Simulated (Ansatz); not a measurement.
# MoS2 (P6_3/mmc), a vibration from a frozen displacement

The calculation used Ansatz 0.2.0, DFT PBEsol, scalar-relativistic, plane waves, PAW. Settings: plane waves to 420 eV, k-mesh 12×12×2 (Γ-centred), Gaussian smearing 0.05 eV. No spin polarisation. Energies are free energies at this smearing, counted from the undisturbed cell; pressure is positive in compression.

The undisturbed cell (relaxed at this level):

```
Mo S
1.0
     3.14143    0.00000    0.00000
    -1.57072    2.72056    0.00000
     0.00000    0.00000   12.57882
Mo S
2 4
Direct
  0.33333 0.66667 0.25000
  0.66667 0.33333 0.75000
  0.33333 0.66667 0.62605
  0.66667 0.33333 0.12605
  0.33333 0.66667 0.87395
  0.66667 0.33333 0.37395
```

The cell holds layers and no dispersion correction was added, so their binding is poorly described.

Atom 1 (Mo) is moved by x along the Cartesian unit vector (-0.500, -0.866, 0.000); the cell and all other atoms stay fixed. The cell's volume is 107.50 Å³; the moved atoms weigh 95.950 u together and the others 224.190 u. Some rows repeat others by symmetry and weren't run.

| x (Å) | ΔE (meV/cell) | total force on the moved atoms along the move (eV/Å) | pressure (GPa) |
| --- | --- | --- | --- |
| -0.1000 | 104.28 | 2.0772 | 0.3271 |
| -0.0875 | 79.91 | 1.8210 | 0.2497 |
| -0.0750 | 58.76 | 1.5634 | 0.1827 |
| -0.0625 | 40.83 | 1.3046 | 0.1258 |
| -0.0500 | 26.15 | 1.0449 | 0.0793 |
| -0.0375 | 14.71 | 0.7843 | 0.0430 |
| -0.0250 | 6.54 | 0.5233 | 0.0172 |
| -0.0125 | 1.64 | 0.2617 | 0.0016 |
| 0.0000 | 0.00 | 0.0000 | -0.0035 |
| 0.0125 | 1.64 | -0.2617 | 0.0016 |
| 0.0250 | 6.54 | -0.5233 | 0.0172 |
| 0.0375 | 14.71 | -0.7843 | 0.0430 |
| 0.0500 | 26.15 | -1.0449 | 0.0793 |
| 0.0625 | 40.83 | -1.3046 | 0.1258 |
| 0.0750 | 58.76 | -1.5634 | 0.1827 |
| 0.0875 | 79.91 | -1.8210 | 0.2497 |
| 0.1000 | 104.28 | -2.0772 | 0.3271 |

Task: What frequency belongs to this motion?

Result: The force constant is k = −dF/dx = 20.939 eV/Å², from the parabola through x = -0.0125, 0 and 0.0125. In every cell the moved atoms swing against the rest, so the mass is μ = m₁m₂/(m₁ + m₂) = 67.193 u, and ν̃ = 521.5 cm⁻¹ × √(|k|/μ) = 291 cm⁻¹. The pattern needn't be a normal mode: ν̃² is then a weighted mean of the squared nonzero frequencies at the zone centre of this cell, taken without macroscopic field, so it lies between the lowest and the highest of them.

Task: How far does the harmonic law reach?

Result: At x = -0.100 Å, kx²/2 = 104.69 meV against the computed 104.28 meV (-0.4 %): the well is still close to harmonic there.

Task: The pressure changes with x². What does that say about the frequency under compression?

Result: With E = k(V)x²/2, k ∝ V^(−2γ) and x scaling with the cell as V^(1/3), P − P0 = −∂E/∂V = (2γ − 2/3) ΔE/V. At x = 0.0250 Å, V(P − P0) = 107.50 × 0.02072 / 160.2 eV = 13.90 meV and ΔE = 6.54 meV, so γ = 1/3 + V(P − P0)/(2ΔE) = 1.40. This is the Grüneisen parameter of the motion under uniform scaling of the cell: shrinking the cell evenly by 1 % in volume raises the frequency by about 1.40 %.

Cost: 9 runs of about 3.9 core-minutes in all, on Intel Xeon Platinum 8488C (Sapphire Rapids) (shared hosts).

The 291 cm⁻¹ belongs to a mixed motion, not to a line in the spectrum. Displacing one Mo in a two-layer cell combines in-plane Mo–S vibrations, in which the strong, partly covalent bonds within the layer are distorted, with rigid shear of one layer against the other, which has almost no restoring force. The shear share adds inertia but hardly any stiffness, so the value falls well below the familiar in-plane Mo–S modes. It shouldn't be assigned to the nearby Raman-active E1g mode, in which symmetry keeps Mo at rest.

The move is perpendicular to a mirror plane through Mo, so the well must be even; a cubic term remains possible for in-plane motion towards the sulfur side. The Grüneisen parameter of 1.40 mainly reflects Mo–S bonds stiffening as they shorten with the cell. Real hydrostatic compression first closes the soft gap between layers and shortens these bonds less, so the measured in-plane Mo–S modes should probably respond more weakly.
